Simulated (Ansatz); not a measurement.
Runs of Ansatz 0.2.0 on Pb. The structure is cubic, space group Fm-3m (No. 225). Conventional cell: a = 4.950 Å, b = 4.950 Å, c = 4.950 Å, α = 90.00°, β = 90.00°, γ = 90.00°. Around Pb (site symmetry m-3m) lie 12 Pb at 3.50 Å. 

| level | cutoff (eV) | gap on the mesh (eV) | pressure (GPa) | relaxed volume (Å³/atom) |
| --- | --- | --- | --- | --- |
| revPBE | 420 | none | 0.0 | (b) |
| RPBE | 420 | none | 0.0 | 33.12 |
| PBEsol+D3(BJ) | 420 | none | 0.0 | 28.50 |
| r2SCAN | 500 | none | 0.0 | 31.04 |
| BLYP | 420 | none | 0.0 | (a) |

Alike in all rows: task relaxation of cell and atoms; potentials or basis Ansatz PAW; no spin polarisation; cell relaxed; k mesh 9 × 9 × 9; smearing fermi-dirac 0.05 eV.

**Question.** Estimate the missing entries.

**Answer.** (a) 34.57; (b) 32.75.

Caveats: the plane-wave basis is chosen anew once the cell has moved, so the energies of steps on either side of that aren't comparable; the PAW data sets come from PBE, with cores solved anew for the run's functional, which leaves a small shift of forces and pressure; pairwise dispersion overbinds metals, which lowers pressure and volume (some runs).

A k mesh can miss the band edges, and the runs leave out spin-orbit coupling on Pb.

A gap of «none» marks a metal or a gap under the smearing width.

Runs at the PBE level aren't shown here.
